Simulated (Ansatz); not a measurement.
# BaTiO3 (Barioperovskite) (Amm2) in Ansatz: a series of runs

The runs below take BaTiO3 (Barioperovskite) through relaxation of cell and atoms, single point, with PBE, r2SCAN.

All numbers are computed with Ansatz 0.2.0; they aren't measurements. Logs are shortened: lines on timing, memory, paths and dates and some standing lists are left out, and cuts for length are marked.

### 1 Starting point

It takes space group Amm2 (No. 38, orthorhombic). Conventional cell: a = 3.986 Å, b = 5.674 Å, c = 5.690 Å, α = 90.00°, β = 90.00°, γ = 90.00°. Ba (site symmetry mm2) has 12 O at 2.77 to 2.92 Å as nearest neighbours. Around Ti (site symmetry mm2) lie 6 O at 1.93 to 2.09 Å. O (site symmetry m) has 2 Ti at 1.93 to 2.09 Å as nearest neighbours. O (site symmetry mm2) has 2 Ti at 2.00 Å as nearest neighbours.

### 2 Relaxation of cell and atoms, PBE

Input file input.yaml:

```yaml
crystal:
  lattice:
    - [3.9855, 0.0, 0.0]
    - [0.0, 2.8369, 2.84515]
    - [0.0, -2.8369, 2.84515]
  atoms:
    - { symbol: Ba, position: [0.0, 0.0, 0.0] }
    - { symbol: Ti, position: [0.5, 0.5124, 0.5124] }
    - { symbol: O, position: [0.5, 0.99184, 0.50524] }
    - { symbol: O, position: [0.5, 0.50524, 0.99184] }
    - { symbol: O, position: [0.0, 0.4874, 0.4874] }
hamiltonian:
  xc: pbe
  pseudopotentials: { kind: paw }
kpoints:
  mp_grid: { grid: [7, 7, 7] }
scf:
  occupations: { method: fermi_dirac, width: 0.05 }
output:
  forces: true
  stress: true
  eigenvalues: true
relax:
  f_tol: 0.01
  max_steps: 40
  cell: { stress_tol: 0.05 }
```

Potentials or basis: Ansatz PAW.

On the command line:

```bash
ansatz run input.yaml --threads 2 --pin off --max-ram 5632MiB --backend cpu --events-out ev --progress --plain --runs-dir out
```

Log:

```text
Warning: RAYON_NUM_THREADS=2 ignored (pool sized by the plan → 2); use --threads N
Engine: ansatz 0.2.0, aarch64-unknown-linux-gnu
Pseudopotentials: kind: paw
Pseudopotential: Ba, paw, valence charge 10, recommended cutoff 420 eV (normal), Ba.paw.azcp
Pseudopotential: Ti, paw, valence charge 12, recommended cutoff 420 eV (normal), Ti.paw.azcp
Pseudopotential: O, paw, valence charge 6, recommended cutoff 420 eV (normal), O.paw.azcp
Functional definition: PBE
  parameter kappa = 0.804
  parameter beta = 0.06672455060314922
  exchange = pbe_x(kappa = kappa, mu = beta*pi^2/3)
  correlation = pbe_c(beta = beta)
Crystal: 5 atoms, lattice volume = 64.337 Å³
Basis set: ecut = 420 eV, 1249 PW (Γ), exchange–correlation on 54×54×54 points (8 copies of the dense FFT grid, shifted against one another)
Bands: 25, of which v1, the nominal top of the filled ones, is band 20 counted from 1 (19 counted from 0)
Symmetry: 4 space group operations
Space group: Amm2 (ITA 38), of the structure as read, at distance tolerance 4.0e-5 Å
k-points: 64 of 343 (time reversal used)
Non-local potential: Ba, projectors of the file, l = 0: 3, l = 1: 2, l = 2: 2, l = 3: 2
Non-local potential: Ti, projectors of the file, l = 0: 3, l = 1: 2, l = 2: 3, l = 3: 1
Non-local potential: O, projectors of the file, l = 0: 2, l = 1: 2, l = 2: 1
PAW form: soft (Blöchl's): semilocal exchange-correlation on the pseudo side does not see the compensation charge
PAW one-centre angular grid: Ba, 194 points (default); XC on 64 Gauss nodes
PAW one-centre angular grid: Ti, 590 points (default); XC on 64 Gauss nodes
PAW one-centre angular grid: O, 110 points (default); XC on 64 Gauss nodes
Initial density: superposition of atomic densities (neutral atoms: chi_scale 0, normalization atom), corrected by the library's trained network
Initial wavefunctions: pseudopotential atomic-orbital guess
Functional: x = pbe(κ = 0.804, μ = 0.2195149727645171), c = pbe(β = 0.06672455060314922)
SCF iter   1: F=—  HF=-10159.568010 eV  |F-HF|=—  |Δ(HF+E_count)|=         —  Δρ=1.63e-3  dr2=1.04e-3  ethr=1.77e-3  ⟨swp⟩=6.1  Hψ=7994  notcnv=0
preconditioner: auto → Resta (q_TF=auto, 2.521 Å⁻¹)  ε∞=5.9  [insulator: Δε(μ)=1.967 eV  Ē_g=11.885 eV  σ=0.050 eV  W_gap=1.00  n_scr=18 (ndim 8)  ℏωp=26.2 eV  f_vac=0.000  D(μ)=0.00/eV (n_scr^D=0)  ε∞_Penn≈5.9]
SCF iter   2: F=—  HF=-10159.568297 eV  |F-HF|=—  |Δ(HF+E_count)|=   2.87e-4  Δρ=7.95e-4  dr2=2.67e-4  ethr=2.60e-6  ⟨swp⟩=2.1  Hψ=3194  notcnv=0
SCF iter   3: F=—  HF=-10159.568433 eV  |F-HF|=—  |Δ(HF+E_count)|=   1.36e-4  Δρ=1.11e-4  dr2=1.37e-5  ethr=6.67e-7  ⟨swp⟩=2.7  Hψ=2399  notcnv=0
SCF iter   4: F=—  HF=-10159.567886 eV  |F-HF|=—  |Δ(HF+E_count)|=   5.47e-4  Δρ=5.16e-5  dr2=1.73e-6  ethr=3.43e-8  ⟨swp⟩=2.0  Hψ=2775  notcnv=0
SCF iter   5: F=—  HF=-10159.567886 eV  |F-HF|=—  |Δ(HF+E_count)|=   2.08e-8  Δρ=1.71e-5  dr2=1.30e-7  ethr=4.32e-9  ⟨swp⟩=2.3  Hψ=2726  notcnv=0
SCF iter   6: F=-10159.567886 eV  HF=-10159.567886 eV  |F-HF|=2.28e-9  |Δ(HF+E_count)|=   1.04e-8  Δρ=3.58e-6  dr2=4.07e-9  ethr=2.50e-10  ⟨swp⟩=7.7  Hψ=7341  notcnv=0
SCF 1 converged in 6 iterations: F = -10159.567886 eV  dr2 = 4.07e-9
relax step   1: F+E_penalty+E_count = -10159.56788626 eV  Δ(F+E_penalty+E_count) = +0.000e0 eV  max|allowed force component| = 2.699e-1 eV/Å  Δτ_max = 0.0000 Å  P = +2.314 GPa  Ω = 64.337 Å³  (6 SCF iters, dr2 threshold 1.00e-7 eV, accepted)
Crystal: 5 atoms, lattice volume = 65.444 Å³
Basis set: ecut = 420 eV, 1309 PW (Γ), exchange–correlation on 54×54×54 points (8 copies of the dense FFT grid, shifted against one another)
Initial density: handed on by an earlier stage of this run
Initial wavefunctions: those handed on with the density
iter 1 solved again at ethr=6.98e-5 eV; its pass at ethr=3.10e-3 eV (dr2=2.79e-2 eV) is discarded
SCF iter   1: F=—  HF=-10159.582143 eV  |F-HF|=—  |Δ(HF+E_count)|=         —  Δρ=5.43e-3  dr2=2.77e-2  ethr=6.98e-5  ⟨swp⟩=1.0  Hψ=8439  notcnv=0
preconditioner: auto → Resta (q_TF=auto, 2.513 Å⁻¹)  ε∞=5.8  [insulator: Δε(μ)=1.959 eV  Ē_g=11.794 eV  σ=0.050 eV  W_gap=1.00  n_scr=18 (ndim 8)  ℏωp=26.0 eV  f_vac=0.000  D(μ)=0.00/eV (n_scr^D=0)  ε∞_Penn≈5.8]
SCF iter   2: F=—  HF=-10159.576410 eV  |F-HF|=—  |Δ(HF+E_count)|=   5.73e-3  Δρ=2.90e-3  dr2=9.02e-3  ethr=6.91e-5  ⟨swp⟩=1.9  Hψ=2274  notcnv=0
SCF iter   3: F=—  HF=-10159.573819 eV  |F-HF|=—  |Δ(HF+E_count)|=   2.59e-3  Δρ=6.27e-4  dr2=2.67e-4  ethr=2.26e-5  ⟨swp⟩=2.0  Hψ=2374  notcnv=0
SCF iter   4: F=—  HF=-10159.573048 eV  |F-HF|=—  |Δ(HF+E_count)|=   7.70e-4  Δρ=1.95e-4  dr2=1.95e-5  ethr=6.66e-7  ⟨swp⟩=2.0  Hψ=2872  notcnv=0
SCF iter   5: F=—  HF=-10159.573060 eV  |F-HF|=—  |Δ(HF+E_count)|=   1.19e-5  Δρ=4.25e-5  dr2=6.84e-7  ethr=4.87e-8  ⟨swp⟩=2.0  Hψ=2366  notcnv=0
SCF iter   6: F=-10159.573061 eV  HF=-10159.573061 eV  |F-HF|=2.07e-8  |Δ(HF+E_count)|=   7.67e-7  Δρ=1.11e-5  dr2=5.69e-8  ethr=1.25e-9  ⟨swp⟩=7.4  Hψ=7925  notcnv=0
[... 125 lines left out ...]
iter 5 did not close the SCF: its close was put off for the readings that it lacked (scf_convergence_deferred on its scf_iter line)
SCF iter   5: F=-10159.629375 eV  HF=-10159.629375 eV  |F-HF|=3.04e-9  |Δ(HF+E_count)|=   3.66e-8  Δρ=5.74e-6  dr2=1.77e-8  ethr=4.35e-10  ⟨swp⟩=2.1  Hψ=2766  notcnv=0
SCF iter   6: F=-10159.629375 eV  HF=-10159.629375 eV  |F-HF|=2.55e-11  |Δ(HF+E_count)|=   1.53e-9  Δρ=1.58e-6  dr2=1.81e-9  ethr=4.43e-11  ⟨swp⟩=3.3  Hψ=5100  notcnv=0
SCF 12 converged in 6 iterations: F = -10159.629375 eV  dr2 = 1.81e-9
relax step  12: F+E_penalty+E_count = -10159.62937474 eV  Δ(F+E_penalty+E_count) = +4.231e-4 eV  max|allowed force component| = 6.630e-3 eV/Å  Δτ_max = 0.0035 Å  P = +0.035 GPa  Ω = 66.932 Å³  energy of the carried Pulay correction = -7.355e-4 eV  (6 SCF iters, dr2 threshold 3.12e-7 eV, accepted)
Crystal: 5 atoms, lattice volume = 66.965 Å³
iter 1 solved again at ethr=4.84e-8 eV; its pass at ethr=3.10e-3 eV (dr2=1.94e-5 eV) is discarded
SCF iter   1: F=—  HF=-10159.629343 eV  |F-HF|=—  |Δ(HF+E_count)|=         —  Δρ=1.51e-4  dr2=2.10e-5  ethr=4.84e-8  ⟨swp⟩=2.4  Hψ=7463  notcnv=0
preconditioner: auto → Resta (q_TF=auto, 2.504 Å⁻¹)  ε∞=5.5  [insulator: Δε(μ)=2.470 eV  Ē_g=12.045 eV  σ=0.050 eV  W_gap=1.00  n_scr=18 (ndim 8)  ℏωp=25.7 eV  f_vac=0.000  D(μ)=0.00/eV (n_scr^D=0)  ε∞_Penn≈5.5]
SCF iter   2: F=—  HF=-10159.629279 eV  |F-HF|=—  |Δ(HF+E_count)|=   6.43e-5  Δρ=8.41e-5  dr2=7.44e-6  ethr=4.84e-8  ⟨swp⟩=2.2  Hψ=2557  notcnv=0
SCF iter   3: F=—  HF=-10159.629274 eV  |F-HF|=—  |Δ(HF+E_count)|=   5.25e-6  Δρ=1.75e-5  dr2=1.83e-7  ethr=1.86e-8  ⟨swp⟩=2.0  Hψ=2250  notcnv=0
SCF iter   4: F=—  HF=-10159.629275 eV  |F-HF|=—  |Δ(HF+E_count)|=   1.23e-6  Δρ=6.21e-6  dr2=1.63e-8  ethr=4.57e-10  ⟨swp⟩=2.0  Hψ=2868  notcnv=0
iter 5 did not close the SCF: its close was put off for the readings that it lacked (scf_convergence_deferred on its scf_iter line)
SCF iter   5: F=-10159.629275 eV  HF=-10159.629275 eV  |F-HF|=3.20e-10  |Δ(HF+E_count)|=   1.33e-8  Δρ=1.22e-6  dr2=5.93e-10  ethr=4.07e-11  ⟨swp⟩=2.0  Hψ=2393  notcnv=0
SCF iter   6: F=-10159.629275 eV  HF=-10159.629275 eV  |F-HF|=2.55e-11  |Δ(HF+E_count)|=  4.66e-10  Δρ=3.69e-7  dr2=5.44e-11  ethr=1.48e-12  ⟨swp⟩=2.9  Hψ=5610  notcnv=0
SCF 13 converged in 6 iterations: F = -10159.629275 eV  dr2 = 5.44e-11
relax step  13: F+E_penalty+E_count = -10159.62927487 eV  Δ(F+E_penalty+E_count) = +9.987e-5 eV  max|allowed force component| = 3.085e-3 eV/Å  Δτ_max = 0.0020 Å  P = +0.000 GPa  Ω = 66.965 Å³  energy of the carried Pulay correction = -8.451e-4 eV  (6 SCF iters, dr2 threshold 6.30e-9 eV, accepted)
iter 1 solved again at ethr=2.35e-8 eV; its pass at ethr=3.10e-3 eV (dr2=9.39e-6 eV) is discarded
SCF iter   1: F=—  HF=-10159.630181 eV  |F-HF|=—  |Δ(HF+E_count)|=         —  Δρ=5.43e-5  dr2=2.18e-7  ethr=2.35e-8  ⟨swp⟩=3.3  Hψ=12862  notcnv=0
preconditioner: auto → Resta (q_TF=auto, 2.504 Å⁻¹)  ε∞=5.5  [insulator: Δε(μ)=2.471 eV  Ē_g=12.046 eV  σ=0.050 eV  W_gap=1.00  n_scr=18 (ndim 8)  ℏωp=25.7 eV  f_vac=0.000  D(μ)=0.00/eV (n_scr^D=0)  ε∞_Penn≈5.5]
SCF iter   2: F=—  HF=-10159.630127 eV  |F-HF|=—  |Δ(HF+E_count)|=   5.41e-5  Δρ=2.59e-5  dr2=3.81e-8  ethr=5.44e-10  ⟨swp⟩=2.8  Hψ=3085  notcnv=0
SCF iter   3: F=—  HF=-10159.630129 eV  |F-HF|=—  |Δ(HF+E_count)|=   2.08e-6  Δρ=1.09e-5  dr2=7.66e-9  ethr=9.51e-11  ⟨swp⟩=2.6  Hψ=2728  notcnv=0
SCF iter   4: F=—  HF=-10159.630130 eV  |F-HF|=—  |Δ(HF+E_count)|=   3.91e-7  Δρ=2.94e-6  dr2=7.95e-10  ethr=1.92e-11  ⟨swp⟩=2.0  Hψ=2267  notcnv=0
iter 5 did not close the SCF: its close was put off for the readings that it lacked (scf_convergence_deferred on its scf_iter line)
SCF iter   5: F=-10159.630130 eV  HF=-10159.630130 eV  |F-HF|=2.89e-10  |Δ(HF+E_count)|=   2.53e-8  Δρ=4.19e-7  dr2=2.69e-11  ethr=1.99e-12  ⟨swp⟩=2.0  Hψ=2624  notcnv=0
SCF iter   6: F=-10159.630130 eV  HF=-10159.630130 eV  |F-HF|=0.00e0  |Δ(HF+E_count)|=  2.93e-10  Δρ=7.49e-8  dr2=1.80e-12  ethr=1.00e-12  ⟨swp⟩=3.9  Hψ=5878  notcnv=0
SCF 14 converged in 6 iterations: F = -10159.630130 eV  dr2 = 1.80e-12
relax step  14: F+E_penalty+E_count = -10159.63012977 eV  Δ(F+E_penalty+E_count) = -8.549e-4 eV  max|allowed force component| = 3.118e-3 eV/Å  Δτ_max = 0.0000 Å  P = +0.010 GPa  Ω = 66.965 Å³  stress off target by 2.84e-2 GPa  SCF on the basis re-selected at this cell (its energy is not comparable with the rows above)  (6 SCF iters)
basis re-selected at this cell: Δ(F+E_penalty+E_count) = -8.549e-4 eV, ΔP = +0.010 GPa vs the last step (what re-selecting the basis moved, of the pressure what is left beyond the Pulay correction that the steps carried, after the strain that the cell walked since its last selection, with what the two solves' SCF thresholds leave and, on support functions, any second-order correction that the steps lacked; it is no measure of the basis error at this ecutwfc). This SCF's stress stands 2.84e-2 GPa from its target on what of the cell is left free (relax.cell.stress_tol is 5.00e-2 GPa) and its largest allowed force component is 3.12e-3 eV/Å (relax.f_tol is 1.00e-2 eV/Å): within both
SCF converged after 6 iterations
Free energy (F): -10159.630130 eV
Harris-Foulkes:  -10159.630130 eV  (|F-HF|=0.00e0)
Internal energy: -10159.630130 eV  (E = F + TS)
E sigma→0 (E₀):  -10159.630130 eV
Fermi energy:    10.932913 eV
--- Per-component energies (eV) ---
  E_band       = -163.182409
  E_kinetic    = 968.669243
  E_local      = -2185.066717  (includes V_loc(G=0)·N_el)
  E_nonlocal   = 203.890667
  E_hartree    = 851.971423
  E_xc         = -490.845565
  E_vxc        = -545.248405  (∫ρ·V_xc dr)
  E_paw        = -6744.736621  (= ΣΔE_a)
  E_vpaw       = -309.377464  (= ΣTr[D̂ρ^β])
  E_aug_tail   = 0.007424  (compensation charges beyond the density's cutoff)
  E_ewald      = -2763.519982
  E_smearing   = -0.000000  (= −TS)
  E_closure    = 0.000000  (closes the sum)
  Σ components = -10159.630130   (vs F -10159.630130, Δ=0.00e0)
--- Forces (eV/Å), atoms counted from 1 ---
  atom   1  Ba     0.00000000     0.00000000    -0.00311666
  atom   2  Ti     0.00000000     0.00000000     0.00153530
  atom   3  O      0.00000000     0.00034019     0.00096078
  atom   4  O      0.00000000    -0.00034019     0.00096078
  atom   5  O      0.00000000     0.00000000    -0.00033377
  max |Σ_I F_I| component: 6.43e-6 eV/Å
--- Stress (GPa, compression-positive) ---
       -0.014157      -0.000000       0.000000
       -0.000000       0.028405      -0.000000
        0.000000      -0.000000       0.016038
  P = ⅓ Tr σ = 0.0101 GPa (0.101 kbar)
--- Band table (eV; the first three rows and the last of 64) ---
  k-point 0: bands = ["-46.5807", "-22.8758", "-22.8731", "-22.7911", "-15.1122", "-7.0320", "-6.4121", "-6.3324", "-0.3029", "-0.3022", "-0.2385", "7.4404", "7.4542", "7.5165", "8.1752", "8.3045", "8.5748", "9.0248", "9.1034", "9.1921", "12.0966", "12.4216", "12.4478", "14.1501", "14.2054"]
  k-point 1: bands = ["-46.5806", "-22.8818", "-22.8739", "-22.7908", "-15.0959", "-7.0384", "-6.4070", "-6.3277", "-0.2814", "-0.2308", "-0.2146", "7.1348", "7.4024", "7.4712", "7.9977", "8.1702", "8.4666", "8.8743", "8.9545", "9.1424", "12.1995", "12.5624", "12.5753", "14.1664", "14.6111"]
  k-point 2: bands = ["-46.5803", "-22.8976", "-22.8734", "-22.7902", "-15.0588", "-7.0996", "-6.3566", "-6.3004", "-0.2323", "-0.1596", "-0.0717", "6.4909", "7.2554", "7.3212", "7.7228", "7.9597", "8.2039", "8.4125", "8.8065", "9.0273", "12.2863", "12.9841", "13.0287", "14.1607", "15.2715"]
  k-point 63: bands = ["-46.5786", "-22.9068", "-22.9037", "-22.8390", "-14.9046", "-6.3215", "-6.2935", "-6.1328", "-0.9136", "-0.8026", "-0.7096", "5.5723", "6.2550", "6.3059", "7.1083", "7.3191", "7.3398", "9.3463", "9.5647", "9.6127", "13.7940", "13.8724", "14.0279", "16.0276", "16.3341"]
--- Relaxed structure (12 steps of the walk, 11 accepted, 2 SCFs on fresh bases) ---
  F+E_penalty+E_count = -10159.63012977 eV   max|allowed force component| = 3.118e-3 eV/Å   (the final SCF, on the basis selected at the relaxed cell)
  cell:  # Å, volume = 66.9649 Å³
    - [3.972300693642085, -3.4456203168197124e-18, -2.662670527771252e-32]
    - [-2.45261078328589e-18, 2.890477644183983, 2.916122129712538]
    - [2.4526107832858523e-18, -2.890477644183983, 2.916122129712538]
  atoms:
    - { symbol: Ba, position: [-2.694990661834975e-33, 0.011819482527593038, 0.011819482527593038] }
    - { symbol: Ti, position: [0.5000000000000001, 0.5279237305116369, 0.5279237305116369] }
    - { symbol: O, position: [0.5000000000000001, 0.9764774924913497, 0.4933052379301537] }
    - { symbol: O, position: [0.5000000000000001, 0.4933052379301537, 0.9764774924913497] }
    - { symbol: O, position: [4.0559939505922427e-35, 0.48735405653926794, 0.48735405653926794] }
```

It took 76 s on 2 threads of Arm Neoverse V2, shared host; peak memory 0.44 GiB.

What came out:

```
Free energy                            : -10159.6301 eV
Relaxed volume                         : 13.39 Å³/atom
Relaxed cell                           : a = 3.972 Å, b = 4.106 Å, c = 4.106 Å, α = 89.49°, β = 90.00°, γ = 90.00°
Space group after relaxing (to 0.05 Å) : Amm2 (No. 38)
Energy gained by relaxing              : 12.4 meV/atom
Ionic steps                            : 13
Pressure after relaxing                : 0.0 GPa
Largest force after relaxing           : 0.003 eV/Å
Band gap on the k mesh                 : 2.47 eV, indirect (least direct gap 2.90 eV)
```

Forces in eV/Å, atoms in the order of the input:
```
Ba   0.000  0.000 -0.003
Ti   0.000  0.000  0.002
O    0.000  0.000  0.001
O    0.000  0.000  0.001
O    0.000  0.000  0.000
```

The path:
```tsv
step	energy change (eV)	largest force (eV/Å)	volume (Å³)
1	0.0000	0.2699	64.34
2	-0.0052	0.6119	65.44
3	-0.0197	0.3663	65.34
4	-0.0240	0.3289	65.36
5	-0.0460	0.1896	65.97
6	-0.0510	0.0290	66.76
7	-0.0516	0.0290	66.62
8	-0.0513	0.0057	66.74
9	-0.0514	0.0084	66.71
10	-0.0619	0.0086	66.71
11	-0.0615	0.0066	66.93
12	-0.0614	0.0031	66.96
13	-0.0622	0.0031	66.96
```

Final structure:
```
CELL_PARAMETERS angstrom
3.97230 0.00000 0.00000
0.00000 2.89048 2.91612
0.00000 -2.89048 2.91612
ATOMIC_POSITIONS crystal
Ba 0.00000 0.01182 0.01182
Ti 0.50000 0.52792 0.52792
O 0.50000 0.97648 0.49331
O 0.50000 0.49331 0.97648
O 0.00000 0.48735 0.48735
```

Levels at points of the mesh, in eV from the valence-band top:
```
           k point  band 18  band 19  band 20  band 21  band 22  band 23
(0.00, 0.00, 0.00)    -0.60    -0.52    -0.43     2.47     2.80     2.82
```

Caveat: odd divisions of the mesh miss points on the zone boundary, where band edges often lie, so the gap on the mesh can be too wide; the plane-wave basis is chosen anew once the cell has moved, so the energies of steps on either side of that aren't comparable; the pressure holds a Pulay correction of +0.5 GPa for the finite cutoff; spin-orbit coupling is left out, which moves the levels of the heavy elements. A k mesh can miss the band edges.

### 3 Relaxation of cell and atoms, r2SCAN

Changes to input.yaml since step 2:

```diff
@@ -12,3 +12,3 @@
 hamiltonian:
-  xc: pbe
+  xc: r2scan
   pseudopotentials: { kind: paw }
@@ -22,2 +22,6 @@
   eigenvalues: true
+  write_density: true
+  write_potential: true
+  elf: true
+  volumetric_format: npy
 relax:
```

Potentials or basis: Ansatz PAW.

On the command line:

```bash
ansatz run input.yaml --threads 2 --pin off --max-ram 5632MiB --backend cpu --events-out ev --progress --plain --runs-dir out
```

Wall time 2.2 min (2 threads of Arm Neoverse V2, shared host); peak memory 0.55 GiB.

The run converged. Its results:

```
Free energy                            : -10183.8352 eV
Relaxed volume                         : 13.02 Å³/atom
Relaxed cell                           : a = 3.963 Å, b = 4.053 Å, c = 4.053 Å, α = 89.67°, β = 90.00°, γ = 90.00°
Space group after relaxing (to 0.05 Å) : Amm2 (No. 38)
Energy gained by relaxing              : 7.9 meV/atom
Ionic steps                            : 10
Pressure after relaxing                : 0.0 GPa
Largest force after relaxing           : 0.003 eV/Å
Band gap on the k mesh                 : 2.74 eV, indirect (least direct gap 3.10 eV)
```

Forces in eV/Å, atoms in the order of the input:
```
Ba   0.000  0.000 -0.002
Ti   0.000  0.000  0.003
O    0.000  0.001  0.001
O    0.000 -0.001  0.001
O    0.000  0.000 -0.003
```

The path:
```csv
step,energy change (eV),largest force (eV/Å),volume (Å³)
1,0.0000,0.3136,64.34
2,-0.0002,0.5706,64.13
3,-0.0176,0.2823,64.05
4,-0.0218,0.2612,64.13
5,-0.0291,0.1831,64.42
6,-0.0380,0.0835,64.70
7,-0.0389,0.0157,65.20
8,-0.0392,0.0163,65.18
9,-0.0394,0.0028,65.11
10,-0.0397,0.0033,65.11
```

Final structure:
```
CELL_PARAMETERS angstrom
3.96329 0.00000 0.00000
0.00000 2.85777 2.87431
0.00000 -2.85777 2.87431
ATOMIC_POSITIONS crystal
Ba 0.00000 0.00843 0.00843
Ti 0.50000 0.52392 0.52392
O 0.50000 0.98012 0.49404
O 0.50000 0.49404 0.98012
O 0.00000 0.49038 0.49038
```

Levels at points of the mesh, in eV from the valence-band top:
| k point | band 18 | band 19 | band 20 | band 21 | band 22 | band 23 |
| --- | --- | --- | --- | --- | --- | --- |
| (0.00, 0.00, 0.00) | -0.45 | -0.43 | -0.36 | 2.74 | 2.97 | 3.04 |

Caveat: odd divisions of the mesh miss points on the zone boundary, where band edges often lie, so the gap on the mesh can be too wide; the plane-wave basis is chosen anew once the cell has moved, so the energies of steps on either side of that aren't comparable; spin-orbit coupling is left out, which moves the levels of the heavy elements; the PAW data sets come from PBE, with cores solved anew for the run's functional, which leaves a small shift of forces and pressure. A k mesh can miss the band edges.

(Continued in part 2 of 2.)
